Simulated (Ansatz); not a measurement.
**¹⁷O NMR of the central transition in SiO₂**

Cell: a computed structure from the Materials Project (it need not be an observed phase).

```cif
data_SiO2
_symmetry_space_group_name_H-M 'I4/mmm'
_symmetry_Int_Tables_number 139
_cell_length_a 13.0341
_cell_length_b 13.0341
_cell_length_c 5.2481
_cell_angle_alpha 90.000
_cell_angle_beta 90.000
_cell_angle_gamma 90.000
loop_
_atom_site_label
_atom_site_type_symbol
_atom_site_symmetry_multiplicity
_atom_site_Wyckoff_symbol
_atom_site_fract_x
_atom_site_fract_y
_atom_site_fract_z
Si Si 16 l 0.3813 0.2102 0.0000
O9 O 16 k 0.8571 0.6429 0.2500
O17 O 8 j 0.5000 0.2430 0.0000
O21 O 8 h 0.3133 0.3133 0.0000
```

One atom of each set is listed; the run and its k-mesh use a cell of 24 atoms with edges of 9.58, 9.58, 9.58 Å.

Level of theory: DFT, PBE, plane waves and PAW (field gradients read without the response of the frozen cores, which leaves them typically 4 to 6 % off), scalar-relativistic, 420 eV cutoff, Γ-centred 5×5×5 k-points, Fermi–Dirac smearing 0.02 eV (Ansatz 0.2.0).

¹⁷O has I = 5/2 and Q = -25.58 mb (Pyykkö 2018); at 23.5 T its Larmor frequency is ν₀ = 135.7 MHz. Only the quadrupole interaction is simulated: positions count from each site's isotropic chemical shift, and J coupling is left out, as are shift anisotropy and dipolar coupling, which fast spinning averages.

Problem. Simulate the second-order pattern (fast magic-angle spinning, Gaussian broadening 0.2 kHz) of site O21 (2 Si at 1.61 Å, angle 157°).

Solution. The calculation gives C_Q = -6.20 MHz and η = 0.07, so ν_Q = 0.931 MHz and the centre of gravity lies at -12.6 ppm (-1.70 kHz).

offset (kHz), height and a bar:
```
   -4.448          0 
   -4.342          1 
   -4.235          3 #
   -4.128          5 ##
   -4.021          6 ##
   -3.914          6 ##
   -3.807          6 ##
   -3.700          6 ##
   -3.593          6 ##
   -3.487          6 ##
   -3.380          7 ##
   -3.273          7 ##
   -3.166          7 ##
   -3.059          7 ##
   -2.952          8 ##
   -2.845         15 #####
   -2.738         43 #############
   -2.632         75 ######################
   -2.525         78 #######################
   -2.418         62 ###################
   -2.311         52 ################
   -2.204         47 ##############
   -2.097         44 #############
   -1.990         43 #############
   -1.884         42 #############
   -1.777         42 ############
   -1.670         42 ############
   -1.563         42 #############
   -1.456         43 #############
   -1.349         45 #############
   -1.242         47 ##############
   -1.135         51 ###############
   -1.029         56 #################
   -0.922         66 ####################
   -0.815         84 #########################
   -0.708        100 ##############################
   -0.601         79 ########################
   -0.494         33 ##########
   -0.387          6 ##
   -0.281          0
```

At O21 V_zz points along the line of its two bonds (within 1°).

The largest force is 0.3 eV/Å, so the atoms aren't at the calculated equilibrium and relaxing them would move these values.
